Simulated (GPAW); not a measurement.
# Si (Fd-3m) in GPAW: further runs

Runs on Si. Level: PBE. Tasks: single point.

All numbers are computed with GPAW 26.7.0; they aren't measurements. Logs are shortened: lines on timing, memory, paths and dates and some standing lists are left out, and cuts for length are marked. The log counts tension as positive stress, the text compression.

## Step 1: The structure

It takes space group Fd-3m (No. 227, cubic). Conventional cell: a = 5.444 Å, b = 5.444 Å, c = 5.444 Å, α = 90.00°, β = 90.00°, γ = 90.00°. Si (site symmetry -43m) has 4 Si at 2.36 Å as nearest neighbours.

## Step 2: Single point, PBE

The input, run.py:

```python
from ase import Atoms
from ase.dft.bandgap import bandgap
from ase.io import write
from ase.units import GPa
from gpaw import GPAW, PW

atoms = Atoms(['Si', 'Si'],
              cell=[[0.0, 2.7218511865, 2.7218511865],
                    [2.7218511865, 0.0, 2.7218511865],
                    [2.7218511865, 2.7218511865, 0.0]],
              scaled_positions=[[0.5, 0.5, 0.5],
                                [0.75, 0.75, 0.75]],
              pbc=True)

calc = GPAW(mode=PW(340),
            xc='PBE',
            kpts={'size': (8, 8, 8), 'gamma': True},
            occupations={'name': 'fermi-dirac', 'width': 0.05},
            nbands=11,
            convergence={'density': 1e-05, 'energy': 1e-05},
            maxiter=75,
            txt='gpaw.txt')
atoms.calc = calc
energy = atoms.get_potential_energy()
forces = atoms.get_forces()
stress = atoms.get_stress()
calc.write('gs.gpw')
write('result.traj', atoms)
print(f'Energy: {energy:.6f} eV')
print('Forces (eV/A):')
print(forces.round(4))
print('Stress (GPa):', (stress / GPa).round(3))
print('Fermi level:', round(calc.get_fermi_level(), 4), 'eV')
print(f'Gap: {bandgap(calc)[0]:.4f} eV, direct: {bandgap(calc, direct=True)[0]:.4f} eV')
```

Potentials or basis: GPAW PAW data sets (gpaw-data 1.2.1), pw.

Run with:

```
> OMP_NUM_THREADS=1 python run.py
```

gpaw.txt:

```text
__  _  _
 | _ |_)|_||  |
 |__||  | ||/\| - 26.7.0

Input parameters:
  mode=PW(ecut=340.0),
  convergence={'density': 1e-05, 'energy': 1e-05},
  kpts=MonkhorstPack(size=(8, 8, 8), gamma=True),
  maxiter=75,
  nbands=11,
  occupations=Occupations(name='fermi-dirac', width=0.05),
  xc=XC(name='PBE')

Diagonalizing LCAO Hamiltonian
Converting LCAO to pw mode

           Si

       Si

Atoms  # Å, Bohr magnetons
|   | symbol |        x |        y |        z |    initial magnetic moments |
|---|--------|----------|----------|----------|-----------------------------|
| 0 |     Si | 2.721851 | 2.721851 | 2.721851 | ( 0.0000,  0.0000,  0.0000) |
| 1 |     Si | 4.082777 | 4.082777 | 4.082777 | ( 0.0000,  0.0000,  0.0000) |

Unit cell  # Å
| periodic |        x |        y |        z |  lengths |    angles |
|----------|----------|----------|----------|----------|-----------|
|      yes | 0.000000 | 2.721851 | 2.721851 | 3.849279 | 60.000000 |
|      yes | 2.721851 | 0.000000 | 2.721851 | 3.849279 | 60.000000 |
|      yes | 2.721851 | 2.721851 | 0.000000 | 3.849279 | 60.000000 |

Number of symmetries: 24
Symmetry operations  # r_c * U_cc + t_c -> r_c
|    | kind |            matrix            |
|----|------|------------------------------|
|  0 |  E   |  1, 0, 0,  0, 1, 0,  0, 0, 1 |
|  1 |  σ   |  1, 0, 0,  0, 0, 1,  0, 1, 0 |
|  2 |  σ   |  1, 0,-1,  0, 1,-1,  0, 0,-1 |
|  3 |  C3  |  1, 0,-1,  0, 0,-1,  0, 1,-1 |
|  4 |  C3  |  1,-1, 0,  0,-1, 1,  0,-1, 0 |
|  5 |  σ   |  1,-1, 0,  0,-1, 0,  0,-1, 1 |
|  6 |  σ   |  0, 1, 0,  1, 0, 0,  0, 0, 1 |
|  7 |  C3  |  0, 1, 0,  0, 0, 1,  1, 0, 0 |
|  8 |  C2  |  0, 1,-1,  1, 0,-1,  0, 0,-1 |
|  9 |  S4  |  0, 1,-1,  0, 0,-1,  1, 0,-1 |
| 10 |  C3  |  0, 0, 1,  1, 0, 0,  0, 1, 0 |
| 11 |  σ   |  0, 0, 1,  0, 1, 0,  1, 0, 0 |
| 12 |  S4  |  0, 0,-1,  1, 0,-1,  0, 1,-1 |
| 13 |  C3  |  0, 0,-1,  0, 1,-1,  1, 0,-1 |
| 14 |  S4  |  0,-1, 1,  1,-1, 0,  0,-1, 0 |
| 15 |  C2  |  0,-1, 1,  0,-1, 0,  1,-1, 0 |
| 16 |  C3  |  0,-1, 0,  1,-1, 0,  0,-1, 1 |
| 17 |  S4  |  0,-1, 0,  0,-1, 1,  1,-1, 0 |
| 18 |  S4  | -1, 1, 0, -1, 0, 1, -1, 0, 0 |
| 19 |  C3  | -1, 1, 0, -1, 0, 0, -1, 0, 1 |
| 20 |  C3  | -1, 0, 1, -1, 1, 0, -1, 0, 0 |
| 21 |  S4  | -1, 0, 1, -1, 0, 0, -1, 1, 0 |
| 22 |  σ   | -1, 0, 0, -1, 1, 0, -1, 0, 1 |
| 23 |  C2  | -1, 0, 0, -1, 0, 1, -1, 1, 0 |

BZ-sampling:
  Number of BZ points: 512
  Number of IBZ points: 29

  Monkhorst-Pack size: [8, 8, 8]
  Monkhorst-Pack shift: [0.0625, 0.0625, 0.0625]

K-points  # in reciprocal-cell coordinates
|     |                                coordinates |     weight |
|-----|--------------------------------------------|------------|
|   0 | (  0.00000000,   0.00000000,   0.00000000) | 0.00195312 |
|   1 | (  0.12500000,   0.12500000,   0.00000000) | 0.01171875 |
|   2 | (  0.12500000,   0.12500000,   0.12500000) | 0.01562500 |
|   3 | (  0.25000000,   0.12500000,   0.12500000) | 0.02343750 |
|   4 | (  0.25000000,   0.25000000,   0.00000000) | 0.01171875 |
|   5 | (  0.25000000,   0.25000000,   0.12500000) | 0.04687500 |
|   6 | (  0.25000000,   0.25000000,   0.25000000) | 0.01562500 |
|   7 | (  0.37500000,   0.25000000,  -0.37500000) | 0.04687500 |
|   8 | (  0.37500000,   0.25000000,   0.12500000) | 0.04687500 |
|   9 | (  0.37500000,   0.25000000,   0.25000000) | 0.04687500 |
| ... |                                            |            |
|  28 | (  0.50000000,   0.50000000,   0.50000000) | 0.00781250 |

Plane wave coefficients: 588
Cutoff: 340.0 eV

Spin-components: 1 (collinear spins)
Bands:           11
Projectors:      10
Spin-degeneracy: 2
Datatype:        complex128

Parallelization:
  kpt:    1
  domain: 1
  band:   1

Density:
  Valence electrons: 8.0
  Components: 1
  Grid points: [18 18 18]
  Charge: 0.0  # |e|

Potential:
  Grid points: [18 18 18]

species:
  Si:
    name:    Silicon
    Z:       14.0
    valence: 4
    core:    10
    charge:  0.0  # [|e|]
    compensation charges:
      type: gauss
      rc: 0.33  # [Å]
      lmax: 2
    cutoffs:
      filter: 1.86  # [Å]
      core: 2.06  # [Å]
    projectors
    | kind |    occ | energy [eV] | rcut [Å] |
    |------|--------|-------------|----------|
    |   3s |  2.000 |     -10.812 |    1.058 |
    |   3p |  2.000 |      -4.081 |    1.058 |
    |    s |        |      16.399 |    1.058 |
    |    p |        |      23.130 |    1.058 |
    |    d |        |       0.000 |    1.058 |

    Using partial waves for Si as LCAO basis

Reference energy: -15772.688500  # eV

eigensolver:
  PPCG
  Converge bands: occupied
  niter=2

density mixing:
  MSR1-Mixer
  Pratt-step length: 0.05
  Maximum mixing coefficient: 0.75
  Old densities: 10
  SVD Regularization: 0.005
  Good broyden scale: 1.0
  Trust region scale: 1.0
  Backstep threshold: 4.0
  History deletion threshold: 6.0
  Fourier metric: weight=20.0, sigma=0.015

occupation numbers:
  Fermi-Dirac:
    width: 0.0500  # eV

poisson solver:
  ecut: 2720.0  # eV

xc functional:
  name: PBE with 2 nearest neighbor stencil

convergence criteria:
- Maximum integral of absolute [dens]ity change: 1e-05 electrons / valence electron
- Maximum [total energy] change in last 3 cyles: 1e-05 eV / valence electron
- Maximum integral of absolute [eigenst]ate change: 4e-08 eV^2 / valence electron
maximum number of iterations: 75

SCF iterations
|iter     | |      energy | eigst |  dens |
|---------|-|-------------|-------|-------|
|iter:   1| |  -10.883563 | -0.09 |       |
|iter:   2| |  -10.874331 | -2.54 | -0.81 |
|iter:   3| |  -10.790823 | -2.25 | -0.84 |
|iter:   4| |  -10.790687 | -3.18 | -1.45 |
|iter:   5| |  -10.790807 | -5.08 | -2.33 |
|iter:   6| |  -10.790813 | -6.69 | -3.29 |
|iter:   7| |  -10.790815c| -7.61c| -3.71 |
|iter:   8| |  -10.790815c| -8.32c| -4.89 |
|iter:   9| |  -10.790815c| -8.91c| -5.33c|

Converged in 9 steps
Energy contributions relative to reference atoms: (reference = -15772.688500)

Energy contributions:
  Kinetic:          14.858717
  Coulomb:         -13.100805
  Zero:             -0.026023
  External:          0.000000
  Xc:              -12.522691
  Entropy:          -0.000026
  Spinorbit:         0.000000
  ----------------------------
  Free energy:     -10.790828
  Extrapolated:    -10.790815

dipole moment: (3.542882, 3.542882, 3.542882)  # |e|*Ang

Fermi level: 5.537
Eigenvalues  # (at kpt = [0.000, 0.000, 0.000])
| band index |      eig [eV] | occ [0-2] |
|------------|---------------|-----------|
|          0 |        -6.671 |     2.000 |
|          1 |         5.245 |     1.994 |
|          2 |         5.245 |     1.994 |
|          3 |         5.245 |     1.994 |
|          4 |         7.801 |     0.000 |
|          5 |         7.801 |     0.000 |
|          6 |         7.801 |     0.000 |
|          7 |         8.524 |     0.000 |
|          8 |        12.961 |     0.000 |
|          9 |        12.961 |     0.000 |
|         10 |        13.200 |     0.000 |

Gap: 0.625 eV
Transition (v -> c):
  (s=0, k=0, n=3, [0.00, 0.00, 0.00]) -> (s=0, k=12, n=4, [0.38, 0.38, 0.00])
Direct/indirect transitions are different
Direct gap: 2.555 eV
Transition at: (s=0, k=0, n=3, [0.00, 0.00, 0.00])

Forces  # eV/Ang
|        x |        y |        z |
|----------|----------|----------|
|  0.00000 | -0.00000 | -0.00000 |  # Si   0
| -0.00000 | -0.00000 |  0.00000 |  # Si   1

Stress tensor  # eV/Ang^3
|         x |         y |         z |
|-----------|-----------|-----------|
| -0.010046 | -0.000000 |  0.000000 |
| -0.000000 | -0.010046 |  0.000000 |
|  0.000000 |  0.000000 | -0.010046 |

# Writing to gs.gpw (mode='')
```

Wall time 5.5 s (1 thread of Arm Neoverse V1, shared host); peak memory 0.12 GiB.

These settings aren't checked as converged: the numbers below hold their error.

What came out:

* Free energy: -10.7908 eV
* Pressure: 1.6 GPa
* Band gap on the k mesh: 0.62 eV, indirect (least direct gap 2.56 eV)

Caveat: the cutoff is short for stress and forces, so pressures can be off by a GPa or more.

## Step 3: Single point, PBE (volume scaled by 1.04)

Edit run.py of step 2 so:

```diff
@@ -7,5 +7,5 @@
 atoms = Atoms(['Si', 'Si'],
-              cell=[[0.0, 2.7218511865, 2.7218511865],
-                    [2.7218511865, 0.0, 2.7218511865],
-                    [2.7218511865, 2.7218511865, 0.0]],
+              cell=[[0.0, 2.7576691254, 2.7576691254],
+                    [2.7576691254, 0.0, 2.7576691254],
+                    [2.7576691254, 2.7576691254, 0.0]],
               scaled_positions=[[0.5, 0.5, 0.5],
@@ -14,5 +14,5 @@
 
-calc = GPAW(mode=PW(340),
+calc = GPAW(mode=PW(400),
             xc='PBE',
-            kpts={'size': (8, 8, 8), 'gamma': True},
+            kpts={'size': (7, 7, 7), 'gamma': True},
             occupations={'name': 'fermi-dirac', 'width': 0.05},
@@ -20,3 +20,3 @@
             convergence={'density': 1e-05, 'energy': 1e-05},
-            maxiter=75,
+            maxiter=80,
             txt='gpaw.txt')
```

Potentials or basis: GPAW PAW data sets (gpaw-data 1.2.1), pw.

Run with:

```
> OMP_NUM_THREADS=1 python run.py
```

Run time: 4.8 s. Hardware: 1 thread of Arm Neoverse V1, shared host; peak memory 0.12 GiB.

The run converged, but some of its settings lie outside the range that counts as converged, so its numbers aren't taken as properties of the crystal.

Results:

```yaml
Free_energy: -10.7843 eV
Pressure: -1.8 GPa
Band_gap_on_the_k_mesh: 0.65 eV, indirect (least direct gap 2.54 eV)
```

Caveat: the cutoff is short for stress and forces, so pressures can be off by a GPa or more; an odd mesh through Γ misses points on the zone boundary, where band edges often lie.
